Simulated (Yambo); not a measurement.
## HgSe: optical spectrum with PBE

The system is HgSe.

```
Hg Se
1.0
     0.00000    2.99793    2.99793
     2.99793    0.00000    2.99793
     2.99793    2.99793    0.00000
Hg Se
1 1
Direct
  0.00000 0.00000 0.00000
  0.75000 0.75000 0.75000
```

The cell isn't the ideal one: volume scaled by 0.96.

```json
{
 "Program": "Yambo 5.3.0",
 "Task": "optical spectrum",
 "Functional": "PBE",
 "Potentials or basis": "PseudoDojo 0.5 SR PBE standard",
 "Cutoff": "1170 eV",
 "Density cutoff": "4680 eV",
 "k mesh": "2 × 2 × 2",
 "Occupations": "fermi-dirac, width 0.05 eV",
 "Spin": "no spin polarisation",
 "k mesh of the self-consistent run": "8 × 8 × 8",
 "Direction of the field or of q to 0": "x + y + z",
 "Broadening": "0.3 eV",
 "Kernel": "Hartree (RPA with local fields)",
 "Top of the energy range": "30 eV",
 "Energy points": "300",
 "Correction of the levels": "none",
 "Bands in the response": "33",
 "Cutoff of the response matrix": "2 Ry"
}
```

* Band gap on the k mesh, mean-field level: none (metal or under the smearing width)
* Peak of the energy-loss function: 22.0 eV

Dielectric function (along the field direction of the input):
| energy (eV) | real part | imaginary part |
| --- | --- | --- |
| 0.30 | 49.72 | 6.44 |
| 0.80 | 45.29 | 37.90 |
| 1.30 | 17.21 | 20.12 |
| 1.81 | 35.38 | 26.23 |
| 2.31 | -10.58 | 66.29 |
| 2.81 | -20.96 | 15.47 |
| 3.31 | -9.43 | 5.62 |
| 3.81 | -3.10 | 3.24 |
| 4.31 | 1.48 | 2.88 |
| 4.82 | 6.41 | 4.76 |
| 5.32 | 8.15 | 17.23 |
| 5.82 | -8.71 | 10.08 |
| 6.32 | -3.45 | 3.68 |
| 6.82 | 0.83 | 3.57 |
| 7.32 | 3.78 | 9.48 |
| 7.83 | -6.61 | 8.77 |
| 8.33 | -4.83 | 6.08 |
| 8.83 | -5.60 | 2.69 |
| 9.33 | -3.82 | 1.37 |
| 9.83 | -2.88 | 1.12 |
| 10.33 | -1.99 | 0.68 |
| 10.84 | -1.13 | 0.73 |
| 11.34 | -0.85 | 1.22 |
| 11.84 | -1.08 | 0.93 |
| 12.34 | -0.73 | 0.78 |
| 12.84 | -0.39 | 1.03 |
| 13.34 | -0.66 | 0.78 |
| 13.85 | -0.34 | 0.62 |
| 14.35 | -0.02 | 0.70 |
| 14.85 | 0.08 | 0.66 |
| 15.35 | 0.22 | 0.85 |
| 15.85 | 0.17 | 1.14 |
| 16.35 | -0.24 | 0.84 |
| 16.86 | -0.05 | 0.46 |
| 17.36 | 0.43 | 0.37 |
| 17.86 | 0.87 | 0.75 |
| 18.36 | 0.67 | 1.32 |
| 18.86 | 0.26 | 1.22 |
| 19.36 | -0.24 | 1.13 |
| 19.97 | 0.01 | 0.73 |

Energy-loss function:
```csv
energy (eV),loss
0.0,0.000
1.3,0.029
2.6,0.019
3.9,0.221
5.2,0.049
6.5,0.242
7.8,0.073
9.1,0.076
10.4,0.174
11.7,0.425
13.0,0.717
14.3,1.433
15.7,0.939
17.0,2.450
18.3,0.603
19.6,1.091
20.9,1.242
22.2,2.652
23.5,1.843
24.8,0.743
26.1,0.660
27.4,0.959
28.7,2.686
30.0,0.863
```

It took 51 s on 1 thread of Arm Neoverse V2, with other jobs on the host.

Caveat: the k mesh is coarse (spacing up to 0.91 Å⁻¹), so the values aren't converged; the intraband (Drude) term of the metal is left out; the ground state has no gap, which makes the many-body step unreliable; spectra need much finer meshes, so this one isn't converged; these spectra lack excitons. Spin-orbit coupling is left out, which matters for the levels of Hg.
